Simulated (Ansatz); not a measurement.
KF (Fm-3m) as a strained film

```
CELL_PARAMETERS angstrom
2.65880 2.65880 0.00000
-2.65880 2.65880 0.00000
0.00000 2.65880 2.65880
ATOMIC_POSITIONS crystal
K 0.00000 0.00000 0.00000
F 0.50000 0.50000 0.00000
```

This cell was relaxed by PAW under r²SCAN. A film on a (001) substrate is mimicked by stretching x and y by ε∥; the length along z and the atoms then relax by PAW (default files of Ansatz 0.2.0, cutoff 500 eV, stress met within about 0.05 GPa). Stress and levels come from r²SCAN, PAW on Ansatz 0.2.0's default frozen-core files (fitted under PBE), scalar-relativistic; k mesh 8×8×8, fixed occupations, cutoff 500 eV. Conduction levels are in eV over the valence top, at fixed fractional wave vectors.

```csv
ε∥ (%),ε⊥ (%),"σ∥ (GPa, tension positive)",Γ,X ⊥ z,X ∥ z,L (oblique),2nd valence level at Γ,3rd
-2.0,0.783,-2.02,7.067,8.767,8.879,9.865,0.000,-0.050
-1.0,?,?,?,?,?,?,?,?
-0.5,0.229,-0.45,6.947,8.786,8.816,9.775,0.000,-0.012
0.0,0.000,-0.01,6.909,8.794,8.794,9.747,0.000,0.000
0.5,-0.202,0.40,6.858,8.790,8.761,9.706,-0.011,-0.011
1.0,-0.347,0.79,6.806,8.785,8.730,9.663,-0.021,-0.021
2.0,-0.699,1.48,6.704,8.779,8.667,9.580,-0.041,-0.041
```

The last two columns are counted from the highest valence level at Γ.

**Question.** How does the film contract along z, and how stiff is it in the plane?

**Answer.** Quadratic fits through the 6 rows shown have slopes dε⊥/dε∥ = -0.373 and dσ∥/dε∥ = 87.3 GPa at zero strain. Elasticity asks −2C12/C11 = -0.371 and C11 + C12 − 2C12²/C11 = 86.4 GPa, from PAW constants C11 = 77.4, C12 = 14.4 GPa. At the level of the σ∥ column the films keep up to 0.05 GPa along z against the unstrained cell; this and the cubic term, which a quadratic fit over ±2 % leaves out, limit the agreement.

**Question.** Which shear deformation potential b does the valence splitting give?

**Answer.** Without spin-orbit coupling the single level moves against the pair by 3b(ε⊥ − ε∥): -0.0122 eV at ε⊥ − ε∥ = 0.00729 and 0.0113 eV at -0.00702, so b = -0.55 eV.

**Question.** Fill the row at ε∥ = -1.0 %.

**Answer.** The fits give ε⊥ = 0.391 % and σ∥ = -0.95 GPa. Computed: ε⊥ (%) = 0.449, σ∥ (GPa, tension positive) = -0.93, Γ = 6.985, X ⊥ z = 8.779, X ∥ z = 8.838, L (oblique) = 9.804, 2nd valence level at Γ = 0.000, 3rd = -0.025. The levels have a kink at zero strain, where another valence state takes the top, so one parabola doesn't fit them.

**Question.** What is the slope of the gap under small compression and under small tension?

**Answer.** dE_g/dε∥ is -76 meV per % on the compressed side and -102 on the stretched side, so the gap rises under compression and falls under tension. The lowest conduction level stays at Γ.

Limits of these numbers: frozen-core PAW files fitted under PBE, their cores solved anew for the functional of the run; semilocal gaps are low, and the spacing of valleys can be off by tenths of an eV; levels are read at fixed fractional k, so an edge that moves off these points is missed.
